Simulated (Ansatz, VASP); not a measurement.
# C: VASP beside Ansatz

```xyz
2
Lattice="1.2085 0.6977 3.5951 -1.2085 0.6977 3.5951 0.0000 -1.3955 3.5951" Properties=species:S:1:pos:R:3 pbc="T T T"
C     0.0000    0.0000    1.5003
C     0.0000    0.0000    9.2851
```

Alike in both runs: task single point; functional PBEsol; k mesh 15 × 15 × 15; occupations gaussian, width 0.02 eV; no spin polarisation.

```csv
,VASP,Ansatz
version,VASP 6.6.1,Ansatz 0.2.0
potentials or method,"VASP PAW PBE potentials, release 64 (C)","scalar-relativistic, plane waves, PAW"
plane-wave cutoff (eV),520,420
valence electrons in the cell,8,8
```

Ansatz gave:

| Quantity | Value |
| --- | --- |
| gap on the k mesh at the Fermi level (eV) | none |
| pressure (GPa) | -6.0 |
| largest component of the traceless stress (GPa) | 53.20 |
| rms of the force components (eV/Å) | 5.583 |

Problem. What did VASP give for the same quantities?

Solution. gap on the k mesh at the Fermi level (eV): none; pressure (GPa): -5.4; largest component of the traceless stress (GPa): 53.64; rms of the force components (eV/Å): 5.559.

Atom by atom the forces differ by 0.024 eV/Å (rms over components). A gap of «none» marks a metal or a gap that the smearing closes.

Caveats: the PAW data sets were made with another functional, which shifts forces and pressure a little (VASP).
